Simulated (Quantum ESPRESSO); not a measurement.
## Ir: phonons at points of the zone under several settings

```
Ir
1.0
     0.00000    1.91560    1.91560
     1.91560    0.00000    1.91560
     1.91560    1.91560    0.00000
Ir
1
Cartesian
  0.0000 0.0000 0.0000
```

All runs used Quantum ESPRESSO 7.5; potentials PseudoDojo 0.4.1 SR LDA standard; k mesh 12 × 12 × 12; relaxed cell; no spin polarisation; cutoff 762 eV; occupations cold, width 0.2 eV.

```tsv
level	point	frequencies (cm⁻¹)
LDA	L (0.500, 0.500, 0.500)	124 124 211
LDA	K (0.375, 0.375, 0.750)	183 199 201
LDA	W (0.500, 0.250, 0.750)	175 182 182
LDA	X (0.500, 0.000, 0.500)	?
```

Task: What stands in the row left open?

Result: Frequencies 155 155 210 cm⁻¹.

Caveats: the q point doesn't lie on the k mesh, which can shift a metal's frequencies strongly unless the mesh is converged (some runs).
